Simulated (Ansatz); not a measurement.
Take a crystal in which Si has been replaced by Ge on all its sites, with the cell rescaled by a rough guess (in some cases also distorted within its space group) and nothing relaxed:

```cif
data_structure
_symmetry_space_group_name_H-M 'P 1'
_symmetry_Int_Tables_number 1
_cell_length_a 3.8992
_cell_length_b 3.8992
_cell_length_c 3.8992
_cell_angle_alpha 97.803
_cell_angle_beta 97.803
_cell_angle_gamma 136.757
_cell_volume 37.76
loop_
_atom_site_label
_atom_site_type_symbol
_atom_site_fract_x
_atom_site_fract_y
_atom_site_fract_z
_atom_site_occupancy
Ge1 Ge 0.25000 0.75000 0.50000 1
Ge2 Ge 0.50000 0.50000 0.00000 1
```

The calculation used Ansatz, DFT PBE, scalar-relativistic, plane waves, PAW.

Plane waves to 420 eV, a k mesh through Γ of 16×16×16 on the computed 2-atom cell and Gaussian smearing (0.10 eV); no spin polarisation.

(1) Will this cell want to expand or contract, and how hard?

(2) Is it a metal on this mesh?

Results:

(1) The pressure is 1.7 GPa (positive in compression), so the cell would expand.

(2) Yes, a band crosses the Fermi level.

This form isn't the element's structure at ambient conditions.